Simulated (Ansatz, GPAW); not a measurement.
# Geometry or basis: what sets the conductance of a Ru chain with two Si atoms in line, part 3 of 4

Aim: the conductance of a Ru chain with two Si atoms in line after relaxation, and whether geometry, basis or functional moves it most.

GPAW 26.7.0 and Ansatz 0.2.0; Ansatz plane waves; relaxation of the junction with the lead ends held; PAW set soft_1 (the session's first sound run).

So far, transmission at the Fermi level (one spin): step 3 (plane waves, PBE) 1.93.

### Step 4. GPAW, dzp

Localised orbitals split the wire into layers that couple to their neighbours alone, which is what the Green's function method needs; double zeta with polarisation is the usual level for numbers.

This step: GPAW LCAO, PAW setups; Landauer transmission from Green's functions with principal layers (ASE), zero bias (GPAW 26.7.0).

File run.py:

```python
import json
import numpy as np
from ase import Atoms
from ase.transport.calculators import TransportCalculator
from gpaw import GPAW, FermiDirac
from gpaw.lcao.tools import get_lcao_hamiltonian
from scipy.linalg import eigh

# The junction with lead layers at both ends, along the third cell vector
device = Atoms(
    ['Ru', 'Ru', 'Ru', 'Ru', 'Ru', 'Ru', 'Ru', 'Ru', 'Si', 'Si', 'Ru', 'Ru', 'Ru', 'Ru', 'Ru', 'Ru', 'Ru', 'Ru'],
    positions=[
        [4.50000, 4.50000, 1.12500],
        [4.50000, 4.50000, 3.37500],
        [4.50000, 4.50000, 5.62500],
        [4.50000, 4.50000, 7.87500],
        [4.50000, 4.50000, 10.12500],
        [4.50000, 4.50000, 12.37500],
        [5.07679, 4.04040, 14.51474],
        [4.49320, 4.59522, 16.55790],
        [4.81382, 4.36670, 18.97813],
        [4.81281, 4.36715, 21.36448],
        [4.42093, 4.43723, 23.78712],
        [5.22700, 4.40719, 25.83016],
        [4.50000, 4.50000, 27.97100],
        [4.50000, 4.50000, 30.22100],
        [4.50000, 4.50000, 32.47100],
        [4.50000, 4.50000, 34.72100],
        [4.50000, 4.50000, 36.97100],
        [4.50000, 4.50000, 39.22100]],
    cell=[[9.0, 0.0, 0.0], [0.0, 9.0, 0.0], [0.0, 0.0, 40.346]],
    pbc=True)

# One principal layer of the lead: the first 5 atoms of the device
lead = Atoms(
    ['Ru', 'Ru', 'Ru', 'Ru', 'Ru'],
    positions=[
        [4.50000, 4.50000, 1.12500],
        [4.50000, 4.50000, 3.37500],
        [4.50000, 4.50000, 5.62500],
        [4.50000, 4.50000, 7.87500],
        [4.50000, 4.50000, 10.12500]],
    cell=[[9.0, 0.0, 0.0], [0.0, 9.0, 0.0], [0.0, 0.0, 11.25]],
    pbc=True)

settings = dict(mode='lcao', basis='dzp', xc='PBE', h=0.2,
                occupations=FermiDirac(0.1), maxiter=250,
                mixer=dict(beta=0.1, nmaxold=8, weight=100.0),
                convergence=dict(density=0.0001))
energies = np.arange(-2, 2 + 1e-9, 0.025)
eta = 0.0001
n1, n2 = 1, 1
# k and -k transmit alike, so half of the mesh across the current serves
mesh = [(i, j) for i in range(n1) for j in range(n2) if (i, j) <= (-i % n1, -j % n2)]
weights = np.array([1 if (i, j) == (-i % n1, -j % n2) else 2 for i, j in mesh]) / (n1 * n2)

# [... helper functions left out ...]
fermi_lead = ground_state(lead, (1, 1, 10), 'lead.txt')
fermi_device = ground_state(device, (1, 1, 2), 'device.txt')
# [... loop over the mesh left out, but for ...]
        # Shift the lead onto the potential of the device's first layer
        shift = ((H[:, 0, 0] - H0[:, 0, 0]) / S0[0, 0]).real.mean()
# [...]
kT = 8.617333e-5 * 300
bias = [0.1, 0.2, 0.5, 1.0, 1.5, 2.0]
# [... integrals and printing left out ...]
```

Launch:

```bash
$ OMP_NUM_THREADS=1 OPENBLAS_NUM_THREADS=1 python run.py
```

Numbers of over 12 decimals in the logs are rounded to 6 here.

Log:

```text
basis functions: device 490, principal layer 145
Fermi level: lead -3.4328 eV, device -3.4143 eV; lead shifted by 0.0047 eV
largest coupling past the next layer 2.00e-05 eV, largest misfit of the first layer 0.049 eV
  E-E_F (eV)   T (one spin)  [channel counts left out]
    -2.000    8.1136e-01
    -1.975    8.1681e-01
    -1.950    8.2293e-01
    -1.925    8.2974e-01
    -1.900    8.3724e-01
    -1.875    8.4546e-01
    -1.850    8.5439e-01
    -1.825    8.6404e-01
    -1.800    8.7442e-01
    -1.775    8.8550e-01
    -1.750    8.9727e-01
    -1.725    9.0969e-01
    -1.700    9.2269e-01
    -1.675    9.3618e-01
    -1.650    9.5001e-01
    -1.625    9.6396e-01
[...]
1.825    8.5893e-01
     1.850    9.6762e-01
     1.875    1.1420e+00
     1.900    1.1876e+00
     1.925    1.1258e+00
     1.950    1.0632e+00
     1.975    1.0155e+00
     2.000    9.7618e-01
conductance at 300 K: 1.796 G0 a cell; thermopower -9.88 uV/K
current from the zero-bias T(E) at 0.1 V: 13.94 uA
current from the zero-bias T(E) at 0.2 V: 28.001 uA
current from the zero-bias T(E) at 0.5 V: 70.649 uA
current from the zero-bias T(E) at 1.0 V: 146.98 uA
current from the zero-bias T(E) at 1.5 V: 217.92 uA
current from the zero-bias T(E) at 2.0 V: 260.44 uA
```

Run time: 6.9 min. Hardware: 1 thread of Arm Neoverse V1, shared host; peak memory 1.5 GiB.

This step gave:

| Property | Result |
| --- | --- |
| conductance | 1.796 G₀ |
| thermopower | -9.880 μV/K |
| largest coupling past the next principal layer | 2.00e-5 eV |
| largest misfit of the first principal layer | 0.04896 eV |
| shift that aligns the lead | 0.004654 eV |
| basis functions of the junction | 490 |
| basis functions of a principal layer | 145 |
| transmission at the Fermi level (one spin) | 1.786 |

One spin. Table of transmission, zone mean by energy, zero at the Fermi level:

| energy (eV) | transmission, zone mean |
| --- | --- |
| -2.000 | 0.811 |
| -1.800 | 0.874 |
| -1.600 | 0.978 |
| -1.500 | 1.02 |
| -1.400 | 0.931 |
| -1.200 | 0.480 |
| -1.000 | 0.704 |
| -0.800 | 0.958 |
| -0.600 | 1.94 |
| -0.575 | 1.97 |
| -0.400 | 1.95 |
| -0.200 | 1.67 |
| 0.000 | 1.79 |
| 0.150 | 2.11 |
| 0.200 | 1.98 |
| 0.400 | 2.07 |
| 0.500 | 2.14 |
| 0.600 | 2.07 |
| 0.800 | 1.50 |
| 1.000 | 1.08 |
| 1.200 | 0.896 |
| 1.400 | 0.817 |
| 1.600 | 0.782 |
| 1.800 | 0.821 |
| 1.900 | 1.19 |
| 2.000 | 0.976 |

Not self-consistent under bias; the bias window is split evenly. The current through one cell, from the zero-bias transmission by bias:

| bias (V) | current through one cell, from the zero-bias transmission (μA) |
| --- | --- |
| 0.100 | 13.9 |
| 0.200 | 28.0 |
| 0.500 | 70.6 |
| 1.000 | 147 |
| 1.500 | 218 |
| 2.000 | 260 |

Transmission of the three most open eigenchannels against energy, zero at the Fermi level:

| energy (eV) | channel 1 | channel 2 | channel 3 |
| --- | --- | --- | --- |
| -2.000 | 0.808 | 0.00173 | 0.00114 |
| -1.800 | 0.869 | 0.00314 | 0.00252 |
| -1.600 | 0.966 | 0.00604 | 0.00599 |
| -1.400 | 0.902 | 0.0170 | 0.0119 |
| -1.200 | 0.358 | 0.0921 | 0.0301 |
| -1.000 | 0.478 | 0.164 | 0.0625 |
| -0.800 | 0.387 | 0.318 | 0.253 |
| -0.600 | 0.994 | 0.678 | 0.270 |
| -0.400 | 0.961 | 0.777 | 0.213 |
| -0.200 | 0.789 | 0.677 | 0.202 |
| 0.000 | 0.798 | 0.778 | 0.210 |
| 0.200 | 0.941 | 0.927 | 0.109 |
| 0.400 | 0.908 | 0.712 | 0.447 |
| 0.600 | 0.976 | 0.760 | 0.333 |
| 0.800 | 0.725 | 0.591 | 0.185 |
| 1.000 | 0.668 | 0.310 | 0.0993 |
| 1.200 | 0.628 | 0.211 | 0.0575 |
| 1.400 | 0.597 | 0.183 | 0.0376 |
| 1.600 | 0.583 | 0.183 | 0.0161 |
| 1.800 | 0.751 | 0.0701 | 6.4e-4 |
| 2.000 | 0.550 | 0.419 | 0.00667 |

At the Fermi level T is 1.79 against 1.93 in plane waves. Couplings past the next layer reach 2.0e-5 eV, small enough to drop; the matrix elements of the cell's first layer differ from the bulk lead's by up to 0.049 eV. That layer keeps its own values in the calculation, and only beyond it is the lead taken as perfect. The Fermi levels of lead and junction count from different zeros of potential, one for each periodic cell; with both set to zero, the small remaining shift is what aligns them. By hand: G = 1.796 × 77.48 μS = 139 μS, a resistance of 7.19 kΩ; at 0.1 V a linear junction would pass 13.9 μA, and the integral over the bias window gives 13.9 μA. Mott's formula, S = -(π²/3)(k_B²T/e) d ln T/dE, has the prefactor 7.33 μV/K·eV at 300 K; T = 1.717 at -0.025 eV and 1.862 at 0.025 eV give a slope of 1.62 per eV and S = -11.8 μV/K, beside -9.88 μV/K from the thermal integral, which interpolates the same grid.

### Step 5. Single-zeta polarised basis

The second zeta is dropped, the polarisation orbitals stay.

Changes to run.py since step 4:

```diff
@@ -45,3 +45,3 @@
 
-settings = dict(mode='lcao', basis='dzp', xc='PBE', h=0.2,
+settings = dict(mode='lcao', basis='szp(dzp)', xc='PBE', h=0.2,
                 occupations=FermiDirac(0.1), maxiter=250,
```

Log:

```text
basis functions: device 274, principal layer 80
Fermi level: lead -3.4678 eV, device -3.4734 eV; lead shifted by 0.0082 eV
largest coupling past the next layer 2.01e-05 eV, largest misfit of the first layer 0.051 eV
  E-E_F (eV)   T (one spin)  [channel counts left out]
    -2.000    7.9236e-01
    -1.975    7.9899e-01
    -1.950    8.0625e-01
[...]
1.975    7.1342e-01
     2.000    6.4096e-01
conductance at 300 K: 1.7828 G0 a cell; thermopower -10.94 uV/K
current from the zero-bias T(E) at 0.1 V: 13.833 uA
current from the zero-bias T(E) at 0.2 V: 27.761 uA
current from the zero-bias T(E) at 0.5 V: 69.898 uA
current from the zero-bias T(E) at 1.0 V: 146.74 uA
current from the zero-bias T(E) at 1.5 V: 217.05 uA
current from the zero-bias T(E) at 2.0 V: 257.58 uA
```

The job ended after 3.6 min (1 thread; peak memory 1.5 GiB).

This step gave:

```yaml
conductance: 1.783 G₀
thermopower: -10.94 μV/K
largest_coupling_past_the_next_principal_layer: 2.01e-5 eV
largest_misfit_of_the_first_principal_layer: 0.05087 eV
shift_that_aligns_the_lead: 0.008189 eV
basis_functions_of_the_junction: 274
basis_functions_of_a_principal_layer: 80
transmission_at_the_fermi_level_one_spin: 1.775
```

The conductance, 1.78 G₀, lies 0.7 % below that of the dzp run.

### Step 6. GPAW, sz: basis = "sz(dzp)"

The minimal basis is the cheapest rung: no second zeta and no polarisation.

Changes to run.py since step 5:

```diff
@@ -45,3 +45,3 @@
 
-settings = dict(mode='lcao', basis='szp(dzp)', xc='PBE', h=0.2,
+settings = dict(mode='lcao', basis='sz(dzp)', xc='PBE', h=0.2,
                 occupations=FermiDirac(0.1), maxiter=250,
```

Log:

```text
basis functions: device 216, principal layer 65
Fermi level: lead -3.5085 eV, device -3.5085 eV; lead shifted by 0.0063 eV
largest coupling past the next layer 2.00e-05 eV, largest misfit of the first layer 0.050 eV
  E-E_F (eV)   T (one spin)  [channel counts left out]
    -2.000    9.1636e-01
    -1.975    9.2407e-01
    -1.950    9.3206e-01
[...]
1.975    6.3616e-01
     2.000    5.2807e-01
conductance at 300 K: 1.7808 G0 a cell; thermopower -9.5 uV/K
current from the zero-bias T(E) at 0.1 V: 13.822 uA
current from the zero-bias T(E) at 0.2 V: 27.773 uA
current from the zero-bias T(E) at 0.5 V: 70.373 uA
current from the zero-bias T(E) at 1.0 V: 146.97 uA
current from the zero-bias T(E) at 1.5 V: 223.35 uA
current from the zero-bias T(E) at 2.0 V: 274.19 uA
```

Elapsed: 2.8 min, on 1 thread; peak memory 1.4 GiB.

Numbers from this step:

| Property | Result |
| --- | --- |
| conductance | 1.781 G₀ |
| thermopower | -9.500 μV/K |
| largest coupling past the next principal layer | 2.00e-5 eV |
| largest misfit of the first principal layer | 0.05039 eV |
| shift that aligns the lead | 0.006338 eV |
| basis functions of the junction | 216 |
| basis functions of a principal layer | 65 |
| transmission at the Fermi level (one spin) | 1.771 |

One spin. Transmission, zone mean against energy, zero at the Fermi level:

energy (eV), transmission, zone mean and a bar from the least value:
```
   -2.000       0.92 #########
   -1.900       0.95 ##########
   -1.800       0.98 ###########
   -1.700       1.01 ###########
   -1.625       1.02 ###########
   -1.600       1.02 ###########
   -1.500       0.98 ##########
   -1.400       0.82 ########
   -1.300       0.48 ##
   -1.200       0.36 
   -1.100       0.66 #####
   -1.000       0.81 ########
   -0.900       1.00 ###########
   -0.800       1.36 #################
   -0.700       1.89 ##########################
   -0.625       2.01 ############################
   -0.600       1.99 ###########################
   -0.500       1.91 ##########################
   -0.400       1.95 ###########################
   -0.300       1.93 ##########################
   -0.200       1.67 ######################
   -0.100       1.58 #####################
    0.000       1.77 ########################
    0.100       2.04 ############################
    0.150       2.09 #############################
    0.200       1.97 ###########################
    0.300       1.95 ###########################
    0.400       2.09 #############################
    0.500       2.14 ##############################
    0.525       2.15 ##############################
    0.600       2.12 ##############################
    0.700       1.97 ###########################
    0.800       1.69 ######################
    0.900       1.40 ##################
    1.000       1.19 ##############
    1.100       1.04 ###########
    1.200       0.94 ##########
    1.300       0.87 #########
    1.400       0.81 ########
    1.500       0.77 #######
    1.600       0.75 #######
    1.700       0.74 ######
    1.800       0.70 ######
    1.900       0.99 ###########
    1.925       1.07 ############
    2.000       0.53 ###
```

The conductance, 1.78 G₀, lies 0.8 % below that of the dzp run.

### Step 7. LDA in the dzp basis: xc = "LDA"

Back in the dzp basis, the functional changes from PBE to LDA, to set the spread between functionals beside that between bases.

Changes to run.py since step 6:

```diff
@@ -45,3 +45,3 @@
 
-settings = dict(mode='lcao', basis='sz(dzp)', xc='PBE', h=0.2,
+settings = dict(mode='lcao', basis='dzp', xc='LDA', h=0.2,
                 occupations=FermiDirac(0.1), maxiter=250,
```

Log:

```text
basis functions: device 490, principal layer 145
Fermi level: lead -3.7366 eV, device -3.7006 eV; lead shifted by 0.0037 eV
largest coupling past the next layer 2.03e-05 eV, largest misfit of the first layer 0.050 eV
  E-E_F (eV)   T (one spin)  [channel counts left out]
    -2.000    8.1686e-01
    -1.975    8.2317e-01
    -1.950    8.3016e-01
[...]
1.975    1.0460e+00
     2.000    1.0209e+00
conductance at 300 K: 1.7913 G0 a cell; thermopower -8.917 uV/K
current from the zero-bias T(E) at 0.1 V: 13.913 uA
current from the zero-bias T(E) at 0.2 V: 28.005 uA
current from the zero-bias T(E) at 0.5 V: 71.323 uA
current from the zero-bias T(E) at 1.0 V: 147.73 uA
current from the zero-bias T(E) at 1.5 V: 217.96 uA
current from the zero-bias T(E) at 2.0 V: 260.58 uA
```

Elapsed: 5.9 min, on 1 thread; peak memory 1.5 GiB.

Numbers from this step:

```
conductance                                    : 1.791 G₀
thermopower                                    : -8.917 μV/K
largest coupling past the next principal layer : 2.03e-5 eV
largest misfit of the first principal layer    : 0.04958 eV
shift that aligns the lead                     : 0.003699 eV
basis functions of the junction                : 490
basis functions of a principal layer           : 145
transmission at the Fermi level (one spin)     : 1.778
```

One spin. The transmission, zone mean by energy, zero at the Fermi level:

| energy (eV) | transmission, zone mean |
| --- | --- |
| -2.000 | 0.817 |
| -1.900 | 0.846 |
| -1.800 | 0.887 |
| -1.700 | 0.937 |
| -1.600 | 0.990 |
| -1.525 | 1.01 |
| -1.500 | 1.01 |
| -1.400 | 0.881 |
| -1.300 | 0.393 |
| -1.200 | 0.507 |
| -1.100 | 0.642 |
| -1.000 | 0.701 |
| -0.900 | 0.757 |
| -0.800 | 0.914 |
| -0.700 | 1.30 |
| -0.600 | 1.90 |
| -0.550 | 1.98 |
| -0.500 | 1.96 |
| -0.400 | 1.95 |
| -0.300 | 1.95 |
| -0.200 | 1.73 |
| -0.100 | 1.62 |
| 0.000 | 1.78 |
| 0.100 | 2.05 |
| 0.150 | 2.11 |
| 0.200 | 2.03 |
| 0.300 | 1.91 |
| 0.400 | 2.05 |
| 0.500 | 2.13 |
| 0.525 | 2.13 |
| 0.600 | 2.08 |
| 0.700 | 1.85 |
| 0.800 | 1.54 |
| 0.900 | 1.28 |
| 1.000 | 1.11 |
| 1.100 | 0.995 |
| 1.200 | 0.922 |
| 1.300 | 0.873 |
| 1.400 | 0.840 |
| 1.500 | 0.819 |
| 1.600 | 0.804 |
| 1.700 | 0.840 |
| 1.800 | 0.895 |
| 1.875 | 1.17 |
| 1.900 | 1.16 |
| 2.000 | 1.02 |

The conductance, 1.79 G₀, lies 0.3 % below that of the dzp run.

### Step 8. The structure as built: geometry = "as built"

The dzp basis with PBE on the structure as first built shows what the relaxation was worth.

Changes to run.py since step 7:

```diff
@@ -18,8 +18,8 @@
         [4.50000, 4.50000, 12.37500],
-        [5.07679, 4.04040, 14.51474],
-        [4.49320, 4.59522, 16.55790],
-        [4.81382, 4.36670, 18.97813],
-        [4.81281, 4.36715, 21.36448],
-        [4.42093, 4.43723, 23.78712],
-        [5.22700, 4.40719, 25.83016],
+        [4.50000, 4.50000, 14.62500],
+        [4.50000, 4.50000, 16.87500],
+        [4.50000, 4.50000, 19.07300],
+        [4.50000, 4.50000, 21.27300],
+        [4.50000, 4.50000, 23.47100],
+        [4.50000, 4.50000, 25.72100],
         [4.50000, 4.50000, 27.97100],
@@ -45,3 +45,3 @@
 
-settings = dict(mode='lcao', basis='dzp', xc='LDA', h=0.2,
+settings = dict(mode='lcao', basis='dzp', xc='PBE', h=0.2,
                 occupations=FermiDirac(0.1), maxiter=250,
```

Log:

```text
basis functions: device 490, principal layer 145
Fermi level: lead -3.4328 eV, device -3.4782 eV; lead shifted by 0.0104 eV
largest coupling past the next layer 2.00e-05 eV, largest misfit of the first layer 0.038 eV
  E-E_F (eV)   T (one spin)  [channel counts left out]
    -2.000    1.0253e+00
    -1.975    1.0277e+00
    -1.950    1.0304e+00
[...]
1.975    1.1468e+00
     2.000    1.0767e+00
conductance at 300 K: 2.6064 G0 a cell; thermopower -0.4255 uV/K
current from the zero-bias T(E) at 0.1 V: 20.185 uA
current from the zero-bias T(E) at 0.2 V: 40.317 uA
current from the zero-bias T(E) at 0.5 V: 99.887 uA
current from the zero-bias T(E) at 1.0 V: 194.02 uA
current from the zero-bias T(E) at 1.5 V: 279.09 uA
current from the zero-bias T(E) at 2.0 V: 353.19 uA
```

Elapsed: 5.6 min, on 1 thread; peak memory 1.5 GiB.

Numbers from this step:

```yaml
conductance: 2.606 G₀
largest_coupling_past_the_next_principal_layer: 2.00e-5 eV
largest_misfit_of_the_first_principal_layer: 0.03768 eV
shift_that_aligns_the_lead: 0.01037 eV
transmission_at_the_fermi_level_one_spin: 2.610
```

The conductance, 2.61 G₀, lies 45 % above that of the dzp run.

### Step 9. The ladder

Times are wall times on the hardware named with each run. Results by setting:

| no. | run | conductance (G₀) | time | memory (GiB) |
| --- | --- | --- | --- | --- |
| 1 | pw PBE | 1.927 | 2.6 min | 4.8 |
| 2 | dzp | 1.796 | 6.9 min | 1.5 |
| 3 | szp | 1.783 | 3.6 min | 1.5 |
| 4 | sz | 1.781 | 2.8 min | 1.4 |
| 5 | dzp LDA | 1.791 | 5.9 min | 1.5 |
| 6 | asbuilt | 2.606 | 5.6 min | 1.5 |

### Step 10. Comparison

The curves are compared point by point over the common energies.

This step: comparison of transmission and cost over codes, levels and geometry; PAW set soft_1 (GPAW 26.7.0).

Ladder, by row:

| step | code | T at the Fermi level (sum over the listed spins) | conductance (G0) | r.m.s. T(E) from the first | wall time (s) | peak memory (GiB) | threads |
| --- | --- | --- | --- | --- | --- | --- | --- |
| pw-pbe | Ansatz | 1.93 | 1.927 | 0 | 158.2 | 4.772 | 4 |
| dzp | GPAW | 1.786 | 1.796 | 0.06785 | 412.6 | 1.54 | 1 |
| szp | GPAW | 1.775 | 1.783 | 0.1165 | 216.7 | 1.46 | 1 |
| sz | GPAW | 1.771 | 1.781 | 0.153 | 165 | 1.39 | 1 |
| dzp-LDA | GPAW | 1.778 | 1.791 | 0.0707 | 356.3 | 1.54 | 1 |
| asbuilt | GPAW | 2.61 | 2.606 | 0.6682 | 335.6 | 1.54 | 1 |

The transmission, zone mean, sum over the listed spins by energy, zero at the Fermi level:

| energy (eV) | pw-pbe | dzp | szp | sz | dzp-LDA | asbuilt |
| --- | --- | --- | --- | --- | --- | --- |
| -2.000 | 0.787 | 0.811 | 0.792 | 0.916 | 0.817 | 1.03 |
| -1.800 | 0.830 | 0.874 | 0.863 | 0.982 | 0.887 | 1.05 |
| -1.600 | 0.936 | 0.978 | 0.968 | 1.02 | 0.990 | 1.11 |
| -1.475 | 1.02 | 1.01 | 1.02 | 0.955 | 1.00 | 1.16 |
| -1.400 | 0.904 | 0.931 | 0.986 | 0.823 | 0.881 | 1.20 |
| -1.200 | 0.241 | 0.480 | 0.296 | 0.356 | 0.507 | 1.25 |
| -1.000 | 0.716 | 0.704 | 0.649 | 0.814 | 0.701 | 1.48 |
| -0.800 | 0.938 | 0.958 | 0.937 | 1.36 | 0.914 | 1.77 |
| -0.625 | 1.87 | 1.86 | 1.86 | 2.01 | 1.78 | 2.03 |
| -0.600 | 1.93 | 1.94 | 1.93 | 1.99 | 1.90 | 2.06 |
| -0.575 | 1.94 | 1.97 | 1.96 | 1.96 | 1.96 | 2.10 |
| -0.400 | 1.94 | 1.95 | 1.95 | 1.95 | 1.95 | 2.32 |
| -0.375 | 1.89 | 1.96 | 1.96 | 1.97 | 1.96 | 2.35 |
| -0.200 | 1.64 | 1.67 | 1.61 | 1.67 | 1.73 | 2.52 |
| 0.000 | 1.93 | 1.79 | 1.77 | 1.77 | 1.78 | 2.61 |
| 0.100 | 2.15 | 2.07 | 2.07 | 2.04 | 2.05 | 2.61 |
| 0.200 | 1.89 | 1.98 | 1.97 | 1.97 | 2.03 | 2.59 |
| 0.400 | 2.05 | 2.07 | 2.12 | 2.09 | 2.05 | 2.51 |
| 0.475 | 2.12 | 2.14 | 2.18 | 2.14 | 2.12 | 2.46 |
| 0.500 | 2.13 | 2.14 | 2.17 | 2.14 | 2.13 | 2.45 |
| 0.525 | 2.13 | 2.14 | 2.16 | 2.15 | 2.13 | 2.38 |
| 0.600 | 2.09 | 2.07 | 2.05 | 2.12 | 2.08 | 2.39 |
| 0.800 | 1.60 | 1.50 | 1.42 | 1.69 | 1.54 | 2.26 |
| 1.000 | 1.14 | 1.08 | 1.01 | 1.19 | 1.11 | 2.11 |
| 1.200 | 0.932 | 0.896 | 0.844 | 0.937 | 0.922 | 1.97 |
| 1.400 | 0.850 | 0.817 | 0.769 | 0.810 | 0.840 | 1.84 |
| 1.600 | 0.826 | 0.782 | 0.728 | 0.749 | 0.804 | 1.68 |
| 1.800 | 0.844 | 0.821 | 0.764 | 0.696 | 0.895 | 1.47 |
| 1.925 | 1.18 | 1.13 | 0.947 | 1.07 | 1.12 | 1.26 |
| 2.000 | 1.12 | 0.976 | 0.641 | 0.528 | 1.02 | 1.08 |

[end of part 3 of 4]

[Logs are printed without paths, hosts, clocks, repeated set-up lines and the standing remarks that a program may print on its own settings, such as how far it seeks lower states.]

[Hosts, paths, dates, database ids (printed as entryN), source tags and the programs' standing remarks are cut or masked in the printed files.]
